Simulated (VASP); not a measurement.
Runs of VASP 6.6.1 on Be. Symmetry: Im-3m, No. 229, cubic system. Conventional cell: a = 2.535 Å, b = 2.535 Å, c = 2.535 Å, α = 90.00°, β = 90.00°, γ = 90.00°. Be (site symmetry m-3m) is surrounded by 8 Be at 2.20 Å. The cell was built by a generator and needn't be a form met in nature.

```csv
level,cell,k mesh,exchange at q = 0,grid for exact exchange (PRECFOCK),screening parameter,gap on the mesh (eV),pressure (GPa)
PBE,"Im-3m, 8.15 Å³/atom",10 × 10 × 10,-,-,-,none,-4.6
HSE06,"Im-3m, 7.78 Å³/atom",12 × 12 × 12,truncated,Normal,0.2079 1/A,none,-0.1
PBE,"Im-3m, 7.82 Å³/atom",10 × 10 × 10,-,-,-,none,0.1
HSE06,"Im-3m, 7.82 Å³/atom",12 × 12 × 12,truncated,Normal,0.2079 1/A,none,(a)
```

Alike in all rows: task single point; potentials or basis VASP PAW PBE potentials, release 64 (Be); no spin polarisation; cutoff (eV) 520; smearing gaussian 0.05 eV.

Estimate the missing entries.

(a) -0.8.

Caveats: the PAW data sets were made with another functional, which shifts forces and pressure a little (some runs).

A gap of «none» marks a metal or a gap under the smearing width.
